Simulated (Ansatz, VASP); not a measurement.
# One calculation of Gd, two programs

The input INCAR:

```
SYSTEM = Gd
PREC = Accurate
ENCUT = 600
EDIFF = 1E-6
ISMEAR = -1
SIGMA = 0.05
LREAL = .FALSE.
LASPH = .TRUE.
NELM = 100
ALGO = Fast
ISIF = 2
LWAVE = .FALSE.
LCHARG = .FALSE.
ISPIN = 2
MAGMOM = 7
LORBIT = 11
LMAXMIX = 6
GGA = PE
```

KPOINTS

```
Automatic mesh
0
G
  7 7 7
  0 0 0
```

Contents of POSCAR:

```
Gd
1.0
   -2.0250000000      2.0250000000      2.0250000000
    2.0250000000     -2.0250000000      2.0250000000
    2.0250000000      2.0250000000     -2.0250000000
Gd
1
Direct
    0.0000000000      0.0000000000      0.0000000000
```

KPOINTS_OPT

```
path GHNGPH,PN
10
line-mode
reciprocal
 0.0000000000  0.0000000000  0.0000000000  G
 0.5000000000 -0.5000000000  0.5000000000  H

 0.5000000000 -0.5000000000  0.5000000000  H
 0.0000000000  0.0000000000  0.5000000000  N

 0.0000000000  0.0000000000  0.5000000000  N
 0.0000000000  0.0000000000  0.0000000000  G

 0.0000000000  0.0000000000  0.0000000000  G
 0.2500000000  0.2500000000  0.2500000000  P

 0.2500000000  0.2500000000  0.2500000000  P
 0.5000000000 -0.5000000000  0.5000000000  H

 0.2500000000  0.2500000000  0.2500000000  P
 0.0000000000  0.0000000000  0.5000000000  N
```

input.yaml

```yaml
crystal:
  lattice:
    - [-2.025, 2.025, 2.025]
    - [2.025, -2.025, 2.025]
    - [2.025, 2.025, -2.025]
  atoms:
    - { symbol: Gd, position: [0.0, 0.0, 0.0], spin: 7.0 }
hamiltonian:
  xc: pbe
  pseudopotentials: { kind: paw }
magnetization:
  spin_polarized: true
kpoints:
  mp_grid: { grid: [7, 7, 7] }
  band_path:
    path:
      - [[0.0, 0.0, 0.0], [0.5, -0.5, 0.5], [0.0, 0.0, 0.5], [0.0, 0.0, 0.0], [0.25, 0.25, 0.25], [0.5, -0.5, 0.5]]
      - [[0.25, 0.25, 0.25], [0.0, 0.0, 0.5]]
    npoints: 14
scf:
  occupations: { method: fermi_dirac, width: 0.05 }
  n_extra_bands: 6
output:
  forces: true
  stress: true
  eigenvalues: true
  fatbands: true
```

This isn't the form of Gd at room conditions, which is hcp.

Alike in both runs: task band structure; functional PBE; k mesh 7 × 7 × 7; occupations fermi-dirac, width 0.05 eV; collinear spin, ferromagnetic start.

|  | VASP | Ansatz |
| --- | --- | --- |
| version | VASP 6.6.1 | Ansatz 0.2.0 |
| potentials or method | VASP PAW PBE potentials, release 64 (Gd) | Ansatz PAW |
| plane-wave cutoff (eV) | 600 | 420 |
| valence electrons in the cell | 18 | 18 |

```csv
,VASP,Ansatz,Ansatz less VASP
gap on the k mesh at the Fermi level (eV),none,none,-
pressure (GPa),1.0,-0.1,-1.03
net moment per atom (μB),7.63,7.62,-0.013
size of the moment on the site where the two differ most (μB),7.01,7.33,+0.328
```

Site moments also hang on the region over which each program counts them. A gap of «none» marks a metal or a gap that the smearing closes.

Caveats: spin-orbit coupling is left out, which moves the levels of the heavy elements. The state reached can hang on the start; a lower one may exist.
